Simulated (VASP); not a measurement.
# GaP (F-43m) in VASP: further runs, part 2 of 2

VASP 6.6.1. The steps go on from the part before.

### 4 Band structure, MS2

File INCAR:

```
SYSTEM = GaP
PREC = Accurate
ENCUT = 520
EDIFF = 1E-6
ISMEAR = -1
SIGMA = 0.05
LREAL = .False.
LASPH = .True.
NELM = 60
ALGO = Normal
ISIF = 2
LWAVE = .False.
LCHARG = .False.
METAGGA = MS2
LMIXTAU = .True.
NBANDS = 16
```

File KPOINTS:

```
regular mesh
0
Gamma
  8 8 8
  0 0 0
```

File POSCAR:

```
GaP
1.0
    0.0000000000      2.7252500000      2.7252500000
    2.7252500000      0.0000000000      2.7252500000
    2.7252500000      2.7252500000      0.0000000000
Ga P
1 1
Direct
    0.0000000000      0.0000000000      0.0000000000
    0.7500000000      0.7500000000      0.7500000000
```

File KPOINTS_OPT:

```
path GXWKGLUWLK,UX
15
line-mode
reciprocal
 0.0000000000  0.0000000000  0.0000000000  G
 0.5000000000  0.0000000000  0.5000000000  X

 0.5000000000  0.0000000000  0.5000000000  X
 0.5000000000  0.2500000000  0.7500000000  W

 0.5000000000  0.2500000000  0.7500000000  W
 0.3750000000  0.3750000000  0.7500000000  K

 0.3750000000  0.3750000000  0.7500000000  K
 0.0000000000  0.0000000000  0.0000000000  G

 0.0000000000  0.0000000000  0.0000000000  G
 0.5000000000  0.5000000000  0.5000000000  L

 0.5000000000  0.5000000000  0.5000000000  L
 0.6250000000  0.2500000000  0.6250000000  U

 0.6250000000  0.2500000000  0.6250000000  U
 0.5000000000  0.2500000000  0.7500000000  W

 0.5000000000  0.2500000000  0.7500000000  W
 0.5000000000  0.5000000000  0.5000000000  L

 0.5000000000  0.5000000000  0.5000000000  L
 0.3750000000  0.3750000000  0.7500000000  K

 0.6250000000  0.2500000000  0.6250000000  U
 0.5000000000  0.0000000000  0.5000000000  X
```

Potentials or basis: VASP PAW PBE potentials, release 64 (Ga_d, P).

The run is started by

```
cat potpaw_PBE.64/Ga_d/POTCAR potpaw_PBE.64/P/POTCAR > POTCAR
mpirun -np 1 vasp_std > vasp.out
```

OUTCAR:

```text
SYSTEM = GaP
   PREC = Accurate
   ENCUT = 520
   EDIFF = 1E-6
   ISMEAR = -1
   LREAL = .False.
   LASPH = .True.
   NELM = 60
   ISIF = 2
   METAGGA = MS2

 ion  position               nearest neighbor table
   1  0.000  0.000  0.000-   2 2.36   2 2.36   2 2.36   2 2.36
   2  0.750  0.750  0.750-   1 2.36   1 2.36   1 2.36   1 2.36

  LATTYP: Found a face centered cubic cell.
 ALAT       =     5.4505000000

  Lattice vectors:

 A1 = (   0.0000000000,   2.7252500000,   2.7252500000)
 A2 = (   2.7252500000,   0.0000000000,   2.7252500000)
 A3 = (   2.7252500000,   2.7252500000,   0.0000000000)

Analysis of symmetry for initial positions (statically):
=====================================================================
 Subroutine PRICEL returns:
 Original cell was already a primitive cell.

 Routine SETGRP: Setting up the symmetry group for a
 face centered cubic supercell.

 Subroutine GETGRP returns: Found 24 space group operations
 (whereof 24 operations were pure point group operations)
 out of a pool of 48 trial point group operations.

The static configuration has the point symmetry T_d .
[... 159 lines left out ...]

  energy without entropy =      -14.98831837  energy(sigma->0) =      -14.98831837

 E-fermi :   5.3069     XC(G=0): -10.4017

 val. band max:        4.3902984987   @ k =   0.0000   0.0000   0.0000
 cond. band min:       6.3089423080   @ k =   0.5000   0.5000   0.0000
 fundamental gap:      1.9186438092
 Fermi energy:         5.3068923648

 k-point     1 :       0.0000    0.0000    0.0000
  band No.  band energies     occupation
      1      -9.9973      2.00000
      2      -9.9972      2.00000
      3      -9.9972      2.00000
      4      -9.8843      2.00000
      5      -9.8843      2.00000
      6      -8.4428      2.00000
[... 433 lines left out ...]
      3      -9.9499      2.00000
      4      -9.8893      2.00000
      5      -9.8765      2.00000
      6      -5.9149      2.00000
[... 8 lines left out ...]
     15      16.8035      0.00000
     16      17.4879      0.00000

 [... further k-points ...]

------------------------ aborting loop because EDIFF is reached ----------------------------------------

  FORCE on cell =-STRESS in cart. coord.  units (eV):
  Direction    XX          YY          ZZ          XY          YZ          ZX
  --------------------------------------------------------------------------------------
  -------------------------------------------------------------------------------------
  Total       -0.1870933     -0.1870933     -0.1870933     -0.0000000      0.0000000     -0.0000000
  in kB       -7.4049102     -7.4049102     -7.4049102     -0.0000000      0.0000000     -0.0000000
  external PRESSURE =      -7.4049102 kB  Pullay stress =       0.0000000 kB

 VOLUME and BASIS-vectors are now :
 -----------------------------------------------------------------------------
  energy-cutoff  :      520.00
  volume of cell :       40.48
      direct lattice vectors                 reciprocal lattice vectors
     0.000000000  2.725250000  2.725250000    -0.183469406  0.183469406  0.183469406
     2.725250000  0.000000000  2.725250000     0.183469406 -0.183469406  0.183469406
     2.725250000  2.725250000  0.000000000     0.183469406  0.183469406 -0.183469406

 POSITION                                       TOTAL-FORCE (eV/Angst)
 -----------------------------------------------------------------------------------
      0.00000      0.00000      0.00000         0.000000      0.000000      0.000000
      4.08788      4.08788      4.08788        -0.000000     -0.000000     -0.000000
 -----------------------------------------------------------------------------------
    total drift:                               -0.000087     -0.000087     -0.000086

  FREE ENERGIE OF THE ION-ELECTRON SYSTEM (eV)
  ---------------------------------------------------
  free  energy   TOTEN  =       -14.9883183746 eV

  energy  without entropy=      -14.9883183744  energy(sigma->0) =      -14.98831837
```

OSZICAR:

```text
N       E                     dE             d eps       ncg     rms          rms(c)
DAV:   1     0.560165572040E+02    0.56017E+02   -0.82523E+03   968   0.145E+03
DAV:   2    -0.200760856666E+02   -0.76093E+02   -0.72374E+02  1048   0.275E+02
DAV:   3    -0.247955347842E+02   -0.47194E+01   -0.47022E+01  1152   0.554E+01
DAV:   4    -0.248574503454E+02   -0.61916E-01   -0.61901E-01  1168   0.696E+00
DAV:   5    -0.248585930798E+02   -0.11427E-02   -0.11427E-02  1184   0.861E-01    0.663E+00
DAV:   6    -0.147640447598E+02    0.10095E+02   -0.53445E+00  1256   0.469E+01    0.259E+00
DAV:   7    -0.149852434810E+02   -0.22120E+00   -0.74174E-01   928   0.123E+01    0.245E+00
DAV:   8    -0.149669824701E+02    0.18261E-01   -0.46555E-01   928   0.676E+00    0.611E-01
DAV:   9    -0.149875641315E+02   -0.20582E-01   -0.66344E-02  1080   0.297E+00    0.327E-01
DAV:  10    -0.149019632319E+02    0.85601E-01   -0.62673E-02   952   0.345E+00    0.808E-02
[... 48 further cycles ...]
DAV:   6    -0.311551630842E+04   -0.22329E-02     1456
DAV:   7    -0.311551631458E+04   -0.61691E-05     1128
DAV:   8    -0.311551631467E+04   -0.90022E-07      984
       N       E                     dE             ncg
DAV:   1     0.155331611931E+05   -0.39218E+04      160
DAV:   2     0.150820955594E+05   -0.45107E+03      168
DAV:   3     0.150473344983E+05   -0.34761E+02      200
DAV:   4     0.150468182471E+05   -0.51625E+00      232
DAV:   5     0.150468118952E+05   -0.63518E-02      176
DAV:   6     0.150468115868E+05   -0.30843E-03      256
DAV:   7     0.150468115859E+05   -0.89841E-06      200
```

stdout:

```text
POSCAR found type information on POSCAR GaP
 POSCAR found :  2 types and       2 ions
 scaLAPACK will be used
 -----------------------------------------------------------------------------
|                                                                             |
|                                                                             |
|     You enforced a specific xc type in the INCAR file but a different       |
|     I HOPE YOU KNOW WHAT YOU ARE DOING!                                     |
|                                                                             |
 -----------------------------------------------------------------------------

 LDA part: xc-table for (None), standard interpolation
 POSCAR, INCAR and KPOINTS ok, starting setup
 FFT: planning ... GRIDC
 FFT: planning ... GRID_SOFT
 FFT: planning ... GRID
 WAVECAR not read
 entering main loop
 Start KPOINTS_OPT (optional k-point list driver)
k-point batch [1-29\150]
k-point batch [30-58\150]
k-point batch [59-87\150]
k-point batch [88-116\150]
k-point batch [117-145\150]
k-point batch [146-150\150]
```

It took 12 min on 1 thread of AMD EPYC, shared host; peak memory 0.14 GiB.

Results:

```
Free energy             : -14.9883 eV
Pressure                : -0.7 GPa
Band gap on the k mesh  : 1.92 eV, indirect (least direct gap 2.41 eV)
Band gap along the path : 1.89 eV, indirect (least direct gap 2.41 eV)
```

Levels at the corners of the path, in eV from the valence-band top:
| point | band 6 | band 7 | band 8 | band 9 | band 10 | band 11 | band 12 | band 13 |
| --- | --- | --- | --- | --- | --- | --- | --- | --- |
| Γ | -12.83 | 0.00 | 0.00 | 0.00 | 2.41 | 4.33 | 4.33 | 4.33 |
| X | -9.82 | -6.77 | -2.68 | -2.68 | 1.92 | 2.20 | 11.39 | 11.39 |
| X | -9.82 | -6.77 | -2.68 | -2.68 | 1.92 | 2.20 | 11.39 | 11.39 |
| W | -9.73 | -6.56 | -3.56 | -3.41 | 4.96 | 5.46 | 6.40 | 6.61 |
| W | -9.73 | -6.56 | -3.56 | -3.41 | 4.96 | 5.46 | 6.40 | 6.61 |
| K | -9.85 | -6.56 | -3.93 | -2.25 | 2.53 | 5.20 | 8.69 | 8.84 |
| K | -9.85 | -6.56 | -3.93 | -2.25 | 2.53 | 5.20 | 8.69 | 8.84 |
| Γ | -12.83 | 0.00 | 0.00 | 0.00 | 2.41 | 4.33 | 4.33 | 4.33 |
| Γ | -12.83 | 0.00 | 0.00 | 0.00 | 2.41 | 4.33 | 4.33 | 4.33 |
| L | -10.71 | -6.66 | -1.12 | -1.12 | 2.13 | 5.15 | 5.15 | 8.55 |
| L | -10.71 | -6.66 | -1.12 | -1.12 | 2.13 | 5.15 | 5.15 | 8.55 |
| U | -9.85 | -6.56 | -3.93 | -2.25 | 2.53 | 5.20 | 8.69 | 8.84 |
| U | -9.85 | -6.56 | -3.93 | -2.25 | 2.53 | 5.20 | 8.69 | 8.84 |
| W | -9.73 | -6.56 | -3.56 | -3.41 | 4.96 | 5.46 | 6.40 | 6.61 |
| W | -9.73 | -6.56 | -3.56 | -3.41 | 4.96 | 5.46 | 6.40 | 6.61 |
| L | -10.71 | -6.66 | -1.12 | -1.12 | 2.13 | 5.15 | 5.15 | 8.55 |
| L | -10.71 | -6.66 | -1.12 | -1.12 | 2.13 | 5.15 | 5.15 | 8.55 |
| K | -9.85 | -6.56 | -3.93 | -2.25 | 2.53 | 5.20 | 8.69 | 8.84 |
| U | -9.85 | -6.56 | -3.93 | -2.25 | 2.53 | 5.20 | 8.69 | 8.84 |
| X | -9.82 | -6.77 | -2.68 | -2.68 | 1.92 | 2.20 | 11.39 | 11.39 |

Caveat: the PAW data sets were made with another functional, which shifts forces and pressure a little.

### 5 The runs side by side

| level | gap on the mesh (eV) | pressure (GPa) |
| --- | --- | --- |
| TPSS | 1.69 | 1.4 |
| revTPSS | 1.58 | 0.2 |
| MS2 | 1.92 | -0.7 |

Alike in all rows: task band structure; potentials or basis VASP PAW PBE potentials, release 64 (Ga_d, P); no spin polarisation; cell as given; k mesh 8 × 8 × 8; cutoff (eV) 520; smearing fermi-dirac 0.05 eV.

On the cell as given the gap runs from 1.55 eV (revTPSS) to 1.89 eV (MS2). The pressure there spans -0.7 GPa (MS2) to 1.4 GPa (TPSS); a positive pressure means that this level wants a larger cell, a negative one a smaller.

Caveats: the PAW data sets were made with another functional, which shifts forces and pressure a little.

Absolute energies hang on the potentials; compare differences alone.

### 6 Against experiment

Step 2. A measured gap of GaP is 2.34 eV (indirect; 10 K; quoted in “Stacking defects in GaP nanowires: Electronic structure and optical properties”, 2018, arxiv:1810.01194); the calculated 1.64 eV misses it by -0.70 eV. Spin-orbit coupling on Ga is left out. The value is that of TPSS, without temperature or zero-point motion.

Step 3. Measured gap of GaP: 2.34 eV (indirect; 10 K; quoted in “Stacking defects in GaP nanowires: Electronic structure and optical properties”, 2018, arxiv:1810.01194). This calculation gives 1.55 eV (-0.79 eV). Spin-orbit coupling on Ga is left out. The value is that of revTPSS, without temperature or zero-point motion.

Step 4. Against the measured gap of GaP, 2.34 eV (indirect; 10 K; quoted in “Stacking defects in GaP nanowires: Electronic structure and optical properties”, 2018, arxiv:1810.01194), the calculated 1.89 eV is off by -0.45 eV. Spin-orbit coupling on Ga is left out. The value is that of MS2, without temperature or zero-point motion.
